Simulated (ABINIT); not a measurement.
Crystal: C.

```xyz
2
Lattice="0.0000 1.7834 1.7834 1.7834 0.0000 1.7834 1.7834 1.7834 0.0000" Properties=species:S:1:pos:R:3 pbc="T T T"
C     2.6751    2.6751    2.6751
C     1.7834    1.7834    1.7834
```

This isn't the form of C at room conditions, which is graphite.

Base run:

| Property | Result |
| --- | --- |
| Program | ABINIT 10.8.3 (patched build) |
| Functional | HSE06 |
| Potentials or basis | SG15 NC PBE v1.2 |
| Cutoff | 816 eV |
| k mesh | 8 × 8 × 8 |
| Occupations | fixed |
| Spin | no spin polarisation |

Its results: band gap on the k mesh 5.37 eV, indirect (least direct gap 7.00 eV).

Problem. The run is repeated on the same cell with these changes: functional from HSE06 to PBE. What comes out?

Solution. Band gap on the k mesh 4.18 eV, indirect (least direct gap 5.61 eV).

HSE06 gives the wider gap, since exact exchange removes part of the self-interaction.

Caveats: Libxc's HSE differs a little from that of other programs (some runs).

A k mesh can miss the band edges.
